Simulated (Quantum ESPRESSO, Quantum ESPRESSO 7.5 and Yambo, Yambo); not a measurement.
**Quasiparticle gap of Sb (buckled honeycomb monolayer) in Yambo**

Aim: the G0W0 gap of Sb (buckled honeycomb monolayer) on PBE, step by step.

Method: PBE and many-body steps on it, plane waves, in Quantum ESPRESSO 7.5 and Yambo 5.3.0.

**Experimental background.**

- Gap 2.21 eV: optical gap from PL emission peak; photoluminescence, 355 nm excitation; monolayer (antimonene on antimony oxide after hydrogen reduction) (“Ultrathin high-κ antimony oxide single crystals”, 2020, pmc:7237679).

This is a report of a sequence of runs, with most program output left out.

### Step 1. The structure

The cell holds 2 atoms: 2 Sb. Cell: a = 4.127 Å, b = 4.127 Å, c = 14.000 Å, α = 90.0°, β = 90.0°, γ = 120.0°. Vacuum lies along c.

The structure was relaxed with PBE. The runs that relaxed it are not among those shown. Spin-orbit coupling is left out unless a step names it.

### Step 2. Ground state

This step: Quantum ESPRESSO 7.5; DFT, PBE, plane waves, norm-conserving pseudopotentials.

The ground-state density comes first.

pw.in reads:

```
&control
  calculation = 'scf'
  prefix = 'x'
  outdir = 'o'
  pseudo_dir = 'pseudo'
/
&system
  ibrav = 0
  nat = 2
  ntyp = 1
  ecutwfc = 88.0
  nbnd = 28
  force_symmorphic = .true.
/
&electrons
  conv_thr = 1e-10
  electron_maxstep = 80
  mixing_beta = 0.5
/
ATOMIC_SPECIES
  Sb 121.76 Sb.upf
CELL_PARAMETERS angstrom
  4.1272254436 0.0000000001 0.0000000000
  -2.0636127219 3.5742820813 0.0000000000
  0.0000000000 0.0000000000 14.0000000000
ATOMIC_POSITIONS crystal
  Sb 0.3333333333 0.6666666667 0.4415848827
  Sb 0.6666666667 0.3333333333 0.5584151173
K_POINTS automatic
  9 9 1 0 0 0
```

The run is started by

```bash
$ OMP_NUM_THREADS=1 mpirun -n 4 pw.x -nk 4 -in pw.in > pw.out
```

Wall time 27 s (4 MPI ranks of Arm Neoverse V1, shared host); peak memory 0.73 GiB; 1.8 min of CPU time.

Numbers from this step:

- total energy: -13766.5216 eV
- gap: 1.314 eV
- k of the valence top: 0, 0, 0
- k of the conduction bottom: 0, 0.3333, 0
- least direct gap: 1.578 eV

The gap is indirect, with the least direct gap 0.26 eV higher.

### Step 3. Bands along the symmetry lines

Levels along a band path, at the cheap level, show where the edges lie and whether the meshes to come will hold them.

pw.in reads:

```
&control
  calculation = 'bands'
  prefix = 'x'
  outdir = 'o'
  pseudo_dir = 'pseudo'
/
&system
  ibrav = 0
  nat = 2
  ntyp = 1
  ecutwfc = 88.0
  nbnd = 29
  force_symmorphic = .true.
/
&electrons
  conv_thr = 1e-9
  electron_maxstep = 80
  diago_full_acc = .true.
  diago_thr_init = 5e-6
/
ATOMIC_SPECIES
  Sb 121.76 Sb.upf
CELL_PARAMETERS angstrom
  4.1272254436 0.0000000001 0.0000000000
  -2.0636127219 3.5742820813 0.0000000000
  0.0000000000 0.0000000000 14.0000000000
ATOMIC_POSITIONS crystal
  Sb 0.3333333333 0.6666666667 0.4415848827
  Sb 0.6666666667 0.3333333333 0.5584151173
K_POINTS crystal
  25
  0.00000000 0.00000000 0.00000000 1
  0.06250000 0.00000000 0.00000000 1
  0.12500000 0.00000000 0.00000000 1
  0.18750000 0.00000000 0.00000000 1
  0.25000000 0.00000000 0.00000000 1
  0.31250000 0.00000000 0.00000000 1
  0.37500000 0.00000000 0.00000000 1
  0.43750000 0.00000000 0.00000000 1
  0.50000000 0.00000000 0.00000000 1
  0.47916667 0.04166667 0.00000000 1
  0.45833333 0.08333333 0.00000000 1
  0.43750000 0.12500000 0.00000000 1
  0.41666666 0.16666666 0.00000000 1
  0.39583333 0.20833333 0.00000000 1
  0.37500000 0.25000000 0.00000000 1
  0.35416666 0.29166666 0.00000000 1
  0.33333333 0.33333333 0.00000000 1
  0.29166666 0.29166666 0.00000000 1
  0.25000000 0.25000000 0.00000000 1
  0.20833333 0.20833333 0.00000000 1
  0.16666666 0.16666666 0.00000000 1
  0.12500000 0.12500000 0.00000000 1
  0.08333333 0.08333333 0.00000000 1
  0.04166667 0.04166667 0.00000000 1
  0.00000000 0.00000000 0.00000000 1
```

It took 16 s on 4 MPI ranks; peak memory 0.56 GiB.

Numbers from this step:

- gap: 1.297 eV
- k of the valence top: 0, 0, 0
- k of the conduction bottom: 0.3125, 0, 0
- least direct gap: 1.578 eV

The gap is 1.297 eV, −0.017 eV from the run before at this level.

Electronic bands along the path, in eV, zero at the top of the highest filled band:

```
  point  band 20  band 21  band 22  band 23  band 24  band 25  band 26  band 27
      Γ    -6.29    -0.57     0.00     0.00     1.58     2.79     2.79     4.42
halfway    -6.48    -2.58    -0.93    -0.52     1.38     3.47     3.49     5.03
      M    -7.75    -2.91    -1.53    -1.44     1.66     2.48     3.56     5.12
halfway    -7.88    -3.08    -2.06    -1.44     2.08     2.94     3.29     5.54
      K    -8.44    -3.47    -1.77    -1.77     1.55     3.60     3.60     6.64
halfway    -6.61    -2.59    -1.82    -0.51     2.21     2.74     3.76     5.24
      Γ    -6.29    -0.57     0.00     0.00     1.58     2.79     2.79     4.42
```

### Step 4. Empty states on the mesh, 6×6×1 mesh, 120 bands

The sums over transitions need many empty states on a uniform mesh; this step solves for them.

pw.in reads:

```
&control
  calculation = 'nscf'
  prefix = 'x'
  outdir = 'o'
  pseudo_dir = 'pseudo'
/
&system
  ibrav = 0
  nat = 2
  ntyp = 1
  ecutwfc = 88.0
  nbnd = 120
  force_symmorphic = .true.
/
&electrons
  conv_thr = 1e-9
  electron_maxstep = 80
  diago_full_acc = .true.
  diago_thr_init = 5e-6
/
ATOMIC_SPECIES
  Sb 121.76 Sb.upf
CELL_PARAMETERS angstrom
  4.1272254436 0.0000000001 0.0000000000
  -2.0636127219 3.5742820813 0.0000000000
  0.0000000000 0.0000000000 14.0000000000
ATOMIC_POSITIONS crystal
  Sb 0.3333333333 0.6666666667 0.4415848827
  Sb 0.6666666667 0.3333333333 0.5584151173
K_POINTS automatic
  6 6 1 0 0 0
```

Elapsed: 45 s, on 4 MPI ranks; peak memory 1.1 GiB.

This step gave:

```
gap                                                           : 1.314 eV
k of the valence top                                          : 0, 0, 0
k of the conduction bottom                                    : 0, 0.3333, 0
least direct gap                                              : 1.578 eV
k points computed                                             : 7
lowest point of the top converged band, above the valence top : 34.28 eV
```

On this mesh the gap is 1.314 eV.

### Step 5. Conversion and set-up

This step: Yambo 5.3.0; conversion and set-up on PBE, plane waves, norm-conserving pseudopotentials.

The states are converted to the many-body program's format and the q mesh is built.

The run is started by

```bash
$ (cd o/x.save; p2y > p2y.log; mv SAVE ../..); yambo > setup.log
```

Elapsed: 2.7 s, on 1 MPI rank; peak memory 0.26 GiB.

### Step 6. Screening and self-energy, 6×6×1 mesh, 120 bands, screening to 108.8 eV

G0W0 replaces the xc potential by the self-energy, built once from these orbitals. Only a window of levels is corrected, while the sums run over the empty bands that the input names.

This step: G0W0 on PBE, plane waves, norm-conserving pseudopotentials.

gw1.in reads:

```
HF_and_locXC
gw0
dyson
ppa
em1d
rim_cut
rim_w
RandQpts= 3000000
RandGvec= 100 RL
CUTGeo= "slab z"
RandGvecW= 9 RL
EXXRLvcs= 88 Ry
VXCRLvcs= 352 Ry
Chimod= "HARTREE"
% BndsRnXp
 1 | 120 |
%
NGsBlkXp= 8 Ry
% LongDrXp
 1 | 1 | 0 |
%
% GbndRnge
 1 | 120 |
%
DysSolver= "n"
ExtendOut
PPAPntXp= 27.21138 eV
% QPkrange
 1 | 7 | 19 | 27 |
%
```

The run is started by

```bash
$ OMP_NUM_THREADS=1 mpirun -n 4 yambo -F gw1.in -J gw1 -C gw1 > gw1.log
```

It took 19 min on 4 MPI ranks; peak memory 4.3 GiB; 77 min of CPU time.

Numbers from this step:

* G0W0 gap on the mesh: 2.099 eV
* starting gap on the mesh: 1.314 eV
* k of the valence top: 0, 0, 0
* k of the conduction bottom: 0, 0.3333, 0
* least direct G0W0 gap on the computed points: 2.609 eV
* Z at the valence top: 0.7331
* Z at the conduction bottom: 0.7382

The gap on the mesh goes from 1.31 eV to 2.10 eV, a correction of +0.79 eV.

Limits: finite bands, cutoff and mesh; no spin-orbit coupling. v1 is the top filled band, c1 the lowest empty one. Levels before and after the correction, in eV, zero at the valence-band top of each column:

```
           conduction bottom  valence top
Kohn-Sham               1.31         0.00
     G0W0               2.10         0.00
```

```
                    level  energy (eV)
Kohn-Sham            Γ v3       -0.568
Kohn-Sham         Γ v2-v1        0.000
Kohn-Sham            Γ c1        1.578
Kohn-Sham         Γ c2-c3        2.790
Kohn-Sham  (0 0.333 0) v3       -2.962
Kohn-Sham  (0 0.333 0) v2       -1.257
Kohn-Sham  (0 0.333 0) v1       -0.815
Kohn-Sham  (0 0.333 0) c1        1.314
Kohn-Sham  (0 0.333 0) c2        3.097
Kohn-Sham  (0 0.333 0) c3        3.569
     G0W0            Γ v3       -0.900
     G0W0         Γ v2-v1        0.000
     G0W0            Γ c1        2.609
     G0W0         Γ c2-c3        3.841
     G0W0  (0 0.333 0) v3       -3.288
     G0W0  (0 0.333 0) v2       -1.377
     G0W0  (0 0.333 0) v1       -1.012
     G0W0  (0 0.333 0) c1        2.099
     G0W0  (0 0.333 0) c2        3.954
     G0W0  (0 0.333 0) c3        4.643
```

### Step 7. Where the time went

Times are wall times on the hardware named with each run, good to a factor of about two.

```
                          step    time  share  memory (GiB)
                  ground state    27 s    2 %          0.73
bands along the symmetry lines    16 s    1 %          0.56
      empty states on the mesh    45 s    4 %           1.1
         conversion and set-up   2.7 s    0 %          0.26
     screening and self-energy  19 min   93 %           4.3
```

### Step 8. What came out

```
PBE gap              : 1.30 eV, indirect
G0W0 gap on the mesh : 2.10 eV
GW settings          : 6×6×1 mesh, 120 bands, screening to 108.8 eV, Godby-Needs plasmon pole
known limits         : not at the basis limit; no spin-orbit coupling
```

In words: G0W0 moves the gap on the mesh from 1.31 eV to 2.10 eV (+0.79 eV), with Z of 0.73 and 0.74 at the edges. The dearest step here is «screening and self-energy». Against experiment, by G0W0@PBE: the direct gap of 2.61 eV lies +0.40 eV from the measured 2.21 eV (exciton, 2020). An exciton line or allowed optical edge lies below the quasiparticle gap by the binding energy; a forbidden edge can push the onset above it. The computed sheet is free-standing; a substrate or cover screens it further and lowers both gap and binding, while the exciton line moves little. The calculation has static nuclei and no excitons; a measured gap holds zero-point and thermal motion, which mostly lowers it. Bands and cutoff are finite, so the gap is not at the basis limit. The miss can reach some tenths of an eV and take either sign; the mesh is an error of its own. The many-body steps are scalar-relativistic: spin-orbit coupling is not in them.

[Paths, hosts, dates, memory and timing lines, banners, echoed tables and standing remarks are left out of the program output.]

[Logs are printed without paths, hosts, clocks, repeated set-up lines and the standing remarks that a program may print on its own settings, such as how far it seeks lower states.]

[Runs of the session that timed out or met a known fault of the program may be left out.]

[Hosts, paths, dates, database ids (printed as entryN), source tags and the programs' standing remarks are cut or masked in the printed files.]
